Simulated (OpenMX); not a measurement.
This OpenMX 3.8.5 run on TiC needs a look.

Contents of run.py:

```python
from ase.io import read
from ase.calculators.openmx import OpenMX
from ase.calculators.mixing import SumCalculator
from dftd4.ase import DFTD4

atoms = read('TiC.cif')

def calculator():
    omx = OpenMX(
        label='TiC',
        command='openmx',
        nohup=True,
        xc='GGA-PBE',
        kpts=(11, 11, 11),
        system_currentdirectory='./',
        data_path='./DFT_DATA13',
        level_of_fileout=0,
        definition_of_atomic_species=[['Ti', 'Ti7.0-s3p2d1', 'Ti_PBE13'], ['C', 'C6.0-s2p2d1', 'C_PBE13']],
        atoms_speciesandcoordinates_unit='Ang',
        atoms_speciesandcoordinates=[['1', 'Ti', '0', '0', '0', 6.0, 6.0], ['2', 'C', '0', '0', '0', 2.0, 2.0]],
        scf_spinpolarization='off',
        scf_electronictemperature=580.226,
        scf_energycutoff=400.0,
        scf_maxiter=100,
        scf_eigenvaluesolver='band',
        scf_mixing_type='simple',
        scf_init_mixing_weight=1.5,
        scf_min_mixing_weight=0.8,
        scf_max_mixing_weight=1.5,
        scf_mixing_history=25,
        scf_mixing_startpulay=8,
        scf_criterion=1e-08,
    )
    return SumCalculator([omx, DFTD4(method='pbe')])

atoms.calc = calculator()
print('stress_eV_A3', atoms.get_stress().round(8).tolist())
print('forces_eV_A', atoms.get_forces().round(6).tolist())
print('energy_eV', round(atoms.get_potential_energy(), 6))
print('dispersion_eV', round(atoms.calc.mixer.calcs[1].get_potential_energy(atoms), 6))
```

The input TiC.cif:

```cif
data_TiC
_cell_length_a 3.06278896
_cell_length_b 3.06278896
_cell_length_c 3.06278896
_cell_angle_alpha 60.00000000
_cell_angle_beta 60.00000000
_cell_angle_gamma 60.00000000
_space_group_name_H-M_alt 'P1'
_space_group_name_Hall 'P 1'
_space_group_IT_number 1
loop_
_space_group_symop_operation_xyz
'x,y,z'
loop_
_atom_site_label
_atom_site_type_symbol
_atom_site_symmetry_multiplicity
_atom_site_Wyckoff_symbol
_atom_site_fract_x
_atom_site_fract_y
_atom_site_fract_z
_atom_site_occupancy
Ti1 Ti 1 a 0.0000000000 0.0000000000 0.0000000000 1
C1 C 1 a 0.5000000000 0.5000000000 0.5000000000 1
```

Potentials or basis: OpenMX 2013 PBE set, Ti7.0-s3p2d1, C6.0-s2p2d1, grid cutoff 400 Ry.

Command:

```console
$ python run.py > run.log
```

Output:

```text
Required cutoff energy (Ryd) for 3D-grids = 400.0000
      Used cutoff energy (Ryd) for 3D-grids = 397.7422, 397.7422, 397.7422
  Num. of grids of a-, b-, and c-axes = 30, 30, 30

  Num.Grid1.    30
  Num.Grid2.    30
  Num.Grid3.    30

  Cell_Volume =    137.098507974532 (Bohr^3)
  GridVol     =      0.005077722518 (Bohr^3)
  Cell vectors (bohr) of the grid cell (gtv)
    gtv_a =  0.192927729841,  0.000000000000,  0.000000000000
    gtv_b =  0.096463864921,  0.167080315137,  0.000000000000
    gtv_c =  0.096463864921,  0.055693438379,  0.157524831782
    |gtv_a| =  0.192927729841
    |gtv_b| =  0.192927729841
    |gtv_c| =  0.192927729841
[... 272 lines left out ...]
   sum over m+mul  0.791503662  0.791503662   1.583007325   0.000000000
  px          0    0.460582778  0.460582778   0.921165556   0.000000000
  py          0    0.460616924  0.460616924   0.921233848   0.000000000
  pz          0    0.460625450  0.460625450   0.921250900   0.000000000
   sum over m      1.381825152  1.381825152   2.763650304   0.000000000
  px          1    0.523990666  0.523990666   1.047981332   0.000000000
  py          1    0.524015974  0.524015974   1.048031949   0.000000000
  pz          1    0.524021842  0.524021842   1.048043684   0.000000000
   sum over m      1.572028483  1.572028483   3.144056965   0.000000000
   sum over m+mul  2.953853634  2.953853634   5.907707269   0.000000000
  d3z^2-r^2   0    0.213073321  0.213073321   0.426146641   0.000000000
  dx^2-y^2    0    0.211477093  0.211477093   0.422954186   0.000000000
  dxy         0    0.211547086  0.211547086   0.423094172   0.000000000
  dxz         0    0.209972619  0.209972619   0.419945239   0.000000000
  dyz         0    0.210004134  0.210004134   0.420008267   0.000000000
   sum over m      1.056074252  1.056074252   2.112148505   0.000000000
   sum over m+mul  1.056074252  1.056074252   2.112148505   0.000000000

***********************************************************
       xyz-coordinates (Ang) and forces (Hartree/Bohr)
***********************************************************

<coordinates.forces
  2
    1    Ti     0.00000   0.00000   0.00000  -0.000000000238 -0.000000000002 -0.000000000003
    2     C     3.06279   1.76830   1.25038  -0.000000000442 -0.000000000001  0.000000000005
coordinates.forces>

***********************************************************
       Fractional coordinates of the final structure
***********************************************************

     1     Ti     0.00000000000000   0.00000000000000   0.00000000000000
     2      C     0.50000000000000   0.50000000000000   0.50000000000000
```

**Question.** How did it end, and where is the flaw?

**Answer.** No converged result was reached. The input holds a flaw that was put in on purpose: linear mixing far too strong (scf.Mixing.Type = simple; scf.Init.Mixing.Weight = 1.5; scf.Min.Mixing.Weight = 0.8; scf.Max.Mixing.Weight = 1.5).
